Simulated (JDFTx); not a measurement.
Here is a JDFTx 1.7.0 (patched build) calculation.

ZrB2.in

```
lattice \
    5.9904318151    -2.9952159075     0.0000000000 \
    0.0000000000     5.1878661315     0.0000000000 \
    0.0000000000     0.0000000000     6.6764023983
coords-type Lattice
ion Zr     0.0000000000     0.0000000000     0.0000000000 1
ion B      0.6666666667     0.3333333333     0.5000000000 1
ion B      0.3333333333     0.6666666667     0.5000000000 1

ion-species pseudo/Zr.upf
ion-species pseudo/B.upf
elec-cutoff 38 304
elec-ex-corr gga-PBE
kpoint-folding 10 10 8
elec-smearing Fermi 0.0018374661
elec-n-bands 15
electronic-SCF nIterations 100 energyDiffThreshold 1e-08
electronic-minimize nIterations 30 energyDiffThreshold 1e-7
converge-empty-states yes
forces-output-coords Cartesian
density-of-states Esigma 0.002 \
  Total \
  OrthoOrbital Zr 1 1s \
  OrthoOrbital Zr 1 2s \
  OrthoOrbital Zr 1 p \
  OrthoOrbital Zr 1 d \
  OrthoOrbital B 1 s \
  OrthoOrbital B 1 p \
  OrthoOrbital B 2 s \
  OrthoOrbital B 2 p

dump-name run.$VAR
dump End Ecomponents EigStats BandEigs Kpoints Forces Stress DOS
```

Potentials or basis: PseudoDojo-SR-PBE-0.5-standard with smoothed tails.

Command:

```console
$ jdftx -c 1 -i ZrB2.in -o ZrB2.out
```

Question: Estimate the pressure.

Answer: 0.8 GPa.

Question: Predict the band gap on the k mesh.

Answer: None (metal or under the smearing width).

Question: Predict the Loewdin charges.

Answer: Zr +0.73; B -0.35 e.

Stress tensor (GPa, compression positive):
```
0.33 0.00 0.00
0.00 0.33 0.00
0.00 0.00 1.61
```

Caveat: the empty levels aren't tightly converged.
